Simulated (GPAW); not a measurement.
## Sb: single point with PBE

Sb:

```
Sb
1.0
     2.15420    1.24373    3.75800
    -2.15420    1.24373    3.75800
     0.00000   -2.48746    3.75800
Sb
2
Cartesian
  0.0000 0.0000 8.6416
  0.0000 0.0000 2.6324
```

```yaml
Program: GPAW 26.7.0
Task: single point
Functional: PBE
Potentials_or_basis: GPAW PAW data sets (gpaw-data 1.2.1)
Cutoff: 600 eV
Basis: pw
k_mesh: 8 × 8 × 8
Occupations: gaussian, width 0.026 eV
Spin: no spin polarisation
Maxiter: 150
```

```yaml
Pressure: 2.4 GPa
Largest_force: 0.125 eV/Å
Band_gap_on_the_k_mesh: none (metal or under the smearing width)
```

Forces in eV/Å, atoms in the order of the input:
```
Sb   0.000  0.000 -0.125
Sb   0.000  0.000  0.125
```

Stress tensor (GPa, compression positive):
```
2.62 0.00 0.00
0.00 2.62 0.00
0.00 0.00 1.95
```

Levels at points of the mesh, in eV from the Fermi level:
| k point | band 11 | band 12 | band 13 | band 14 | band 15 | band 16 | band 17 | band 18 | band 19 | band 20 |
| --- | --- | --- | --- | --- | --- | --- | --- | --- | --- | --- |
| (0.00, 0.00, 0.00) | -12.80 | -4.89 | -2.17 | -1.90 | -1.90 | 1.98 | 2.60 | 2.60 | 5.05 | 5.05 |
| (0.50, 0.00, 0.00) | -10.44 | -9.72 | -2.04 | -1.93 | -0.39 | -0.30 | 0.09 | 0.40 | 7.53 | 8.29 |
| (0.50, 0.50, 0.00) | -10.43 | -8.08 | -5.53 | -3.85 | -3.76 | 1.44 | 4.83 | 5.42 | 6.83 | 9.01 |
| (0.50, 0.50, 0.50) | -11.27 | -9.07 | -1.42 | -1.42 | -0.56 | 0.03 | 0.03 | 1.02 | 6.94 | 8.83 |

It took 68 s on 1 thread of Arm Neoverse V1 (shared host), peak memory 0.22 GiB.

Spin-orbit coupling is left out, which matters for the levels of Sb.
